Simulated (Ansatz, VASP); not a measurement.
## Two plane-wave programs on TaAs

```xyz
4
Lattice="-1.7218 1.7218 5.8679 1.7218 -1.7218 5.8679 1.7218 1.7218 -5.8679" Properties=species:S:1:pos:R:3 pbc="T T T"
Ta    1.7218    0.0000    5.8676
Ta    0.0000    0.0000    8.8015
As    1.7218    0.0000    0.9698
As    0.0000    0.0000    3.9037
```

The cell is a database's computed one.

Alike in both runs: task single point; functional PBE; k mesh 8 × 8 × 8; occupations gaussian, width 0.1 eV; no spin polarisation.

|  | VASP | Ansatz |
| --- | --- | --- |
| version | VASP 6.6.1 | Ansatz 0.2.0 |
| potentials or method | VASP PAW PBE potentials, release 64 (Ta_pv, As) | scalar-relativistic, plane waves, PAW |
| plane-wave cutoff (eV) | 520 | 420 |
| valence electrons in the cell | 32 | 56 |

Ansatz gave:

| Item | Value |
| --- | --- |
| gap on the k mesh at the Fermi level (eV) | none |
| pressure (GPa) | 2.2 |
| largest component of the traceless stress (GPa) | 0.44 |
| rms of the force components (eV/Å) | 0.015 |

Which values does VASP return?

gap on the k mesh at the Fermi level (eV): none; pressure (GPa): 2.6; largest component of the traceless stress (GPa): 0.51; rms of the force components (eV/Å): 0.016.

Atom by atom the forces differ by 0.001 eV/Å (rms over components). A gap of «none» marks a metal or a gap that the smearing closes. With one functional, cell and mesh, what is left measures potentials, basis and numerics. The two sets of potentials don't hold the same shells in valence.

Spin-orbit coupling is left out, which matters for the levels of Ta.
